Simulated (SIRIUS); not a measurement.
# Gd under changes of volume

One of the cells (33.215 Å³/atom); the others are scaled copies at fixed shape and fractional positions:

```
CELL_PARAMETERS angstrom
-2.02500 2.02500 2.02500
2.02500 -2.02500 2.02500
2.02500 2.02500 -2.02500
ATOMIC_POSITIONS crystal
Gd 0.00000 0.00000 0.00000
```

This isn't the form of Gd at room conditions, which is hcp.

* Program: SIRIUS 7.12.0
* Functional: LDA
* Potentials or basis: all-electron FP-LAPW
* Cutoff: 168 eV
* Basis: apw+lo standard
* k mesh: 9 × 9 × 9
* Occupations: fermi-dirac, width 0.05 eV
* Spin: collinear spin, ferromagnetic start
* Starting moments: [7.0] μB

```csv
volume (Å³/atom),energy over the lowest point (meV/atom),moment (μB per cell)
31.222,0.00,7.43
31.886,?,?
32.551,29.88,7.42
33.215,48.51,7.42
33.879,69.13,7.42
34.544,91.83,7.41
35.208,116.16,7.41
```

What does the run at 31.886 Å³/atom give?

Energy over the lowest point 13.81 meV/atom; moment 7.43 μB per cell.

Worked out: A Birch-Murnaghan fit of order 3 (a polynomial in V^(-2/3)) to the other rows has no minimum within the range. It gives 13.64 meV/atom at 31.886 Å³/atom, against the run's 13.81. A straight line through the other rows of the moment, of slope -0.00495 μB per Å³/atom, gives 7.43 μB, against the run's 7.43.

Energies are extrapolated to zero smearing.
